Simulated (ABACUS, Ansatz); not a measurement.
Given: the input of a run of ABACUS 3.10.1 on CsPbCl3. 

File INPUT:

```
INPUT_PARAMETERS
suffix              CsPbCl3
calculation         scf
basis_type          pw
pseudo_dir          ./
symmetry            1
dft_functional      pbe
ecutwfc             63
pseudo_rcut         10
nspin               1
nbands              27
ks_solver           dav
smearing_method     fd
smearing_sigma      0.00367493
scf_thr             1e-08
scf_nmax            100
mixing_type         broyden
mixing_beta         0.7
cal_force           1
cal_stress          1
out_chg             1
out_pot             2
out_elf             1
```

File STRU:

```
ATOMIC_SPECIES
Pb 207.2000 Pb.upf
Cs 132.9055 Cs.upf
Cl 35.4500 Cl.upf

LATTICE_CONSTANT
1.8897261246

LATTICE_VECTORS
5.6050000000 0.0000000000 0.0000000000
0.0000000000 5.6050000000 0.0000000000
0.0000000000 0.0000000000 5.6050000000

ATOMIC_POSITIONS
Direct

Pb
0.0
1
0.5000000000 0.5000000000 0.5000000000 1 1 1

Cs
0.0
1
0.0000000000 0.0000000000 0.0000000000 1 1 1

Cl
0.0
3
0.5000000000 0.0000000000 0.5000000000 1 1 1
0.0000000000 0.5000000000 0.5000000000 1 1 1
0.5000000000 0.5000000000 0.0000000000 1 1 1
```

The input KPT:

```
K_POINTS
0
Gamma
5 5 5 0 0 0
```

Potentials or basis: PseudoDojo NC SR 0.4.1 PBE standard, plane waves.

The run is started by

```sh
$ OMP_NUM_THREADS=1 mpirun -np 4 abacus > log
```

What does the same run look like in Ansatz 0.2.0? Potentials or basis there: Ansatz PAW (earlier soft set), cutoff 420 eV.

As run (cutoffs and basis follow the program's own potentials, and thresholds, step limits or extra output files can differ):

input.yaml

```yaml
crystal:
  lattice:
    - [5.605, 0.0, 0.0]
    - [0.0, 5.605, 0.0]
    - [0.0, 0.0, 5.605]
  atoms:
    - { symbol: Pb, position: [0.5, 0.5, 0.5] }
    - { symbol: Cs, position: [0.0, 0.0, 0.0] }
    - { symbol: Cl, position: [0.5, 0.0, 0.5] }
    - { symbol: Cl, position: [0.0, 0.5, 0.5] }
    - { symbol: Cl, position: [0.5, 0.5, 0.0] }
hamiltonian:
  xc: pbe
  pseudopotentials: { kind: paw, azcp: { folder: soft_1 } }
kpoints:
  mp_grid: { grid: [5, 5, 5] }
scf:
  occupations: { method: fermi_dirac, width: 0.05 }
output:
  forces: true
  stress: true
  eigenvalues: true
```

Potentials or basis: Ansatz PAW soft_1.

Run with:

```bash
$ ansatz run input.yaml --threads 1 --pin off --max-ram 3584MiB --backend cpu --events-out ev --progress --plain --runs-dir out
```

Both were run:

|  | ABACUS | Ansatz |
| --- | --- | --- |
| Pressure | 1.7 GPa | 1.7 GPa |

Ansatz's pressure holds a Pulay term of +0.01 GPa for its cutoff of 420 eV, which the other run lacks.

Where Ansatz's input types no cutoff or centring, it takes its own default and a Γ-centred mesh.

Pressure is positive in compression.
